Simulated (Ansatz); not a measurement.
**ZrO₂: how strain makes field gradients**

```xyz
6
Lattice="3.5961 0.0000 0.0000 0.0000 3.5961 0.0000 0.0000 0.0000 5.1770" Properties=species:S:1:pos:R:3 pbc="T T T"
Zr    0.0000    0.0000    0.0000
Zr    1.7980    1.7980    2.5885
O     0.0000    1.7980    1.0509
O     0.0000    1.7980    3.6394
O     1.7980    0.0000    1.5376
O     1.7980    0.0000    4.1261
```

Atom numbers follow the list: Zr1, Zr2, O3, O4, O5, O6.

The cell comes from COD entry 2300612, which wasn't checked; take it as a given geometry.

Computed with Ansatz 0.2.0, DFT, PBE, all-electron PAW with datasets made for the crystal, scalar-relativistic.

Sampling and basis: a Γ-centred 6×6×4 k mesh, Fermi–Dirac smearing of 0.01 eV, cutoff 400 eV (chosen by the program for this cell), no spin polarisation.

The strain is applied along the Cartesian axes of the cell as listed (the other components stay zero). Fractional coordinates are held (clamped ions).

The columns are Cartesian components of the electric field gradient at the nuclei, in 10²¹ V/m².

No spin–orbit coupling: at heavy atoms the gradients can be off by tens of per cent for that reason.

Only quantities that a quadratic follows smoothly over the whole series are listed; rougher ones are left out.

| εzz | Vzz at Zr1 | Vzz at O3 |
| --- | --- | --- |
| -0.0300 | 6.20 | -1.15 |
| -0.0100 | 5.27 | -0.63 |
| 0.0000 | 4.82 | -0.38 |
| 0.0100 | 4.38 | -0.14 |
| 0.0200 | 3.95 | 0.10 |
| 0.0300 | 3.53 | 0.33 |

(1) Fit the series and give the gradient–strain slopes.

(2) One run, at εzz = -0.0200, is withheld. Predict its row.

Answers

(1) Least-squares fits y = p0 + p1 x + p2 x² to the rows give Vzz at Zr1: p1 = -44.5, p2 = 50; Vzz at O3: p1 = 24.7, p2 = -32. The slopes p1 are in 10²¹ V/m² per unit strain, for clamped ions.

(2) The fits give 5.73, -0.89; the run gave 5.73, -0.89.
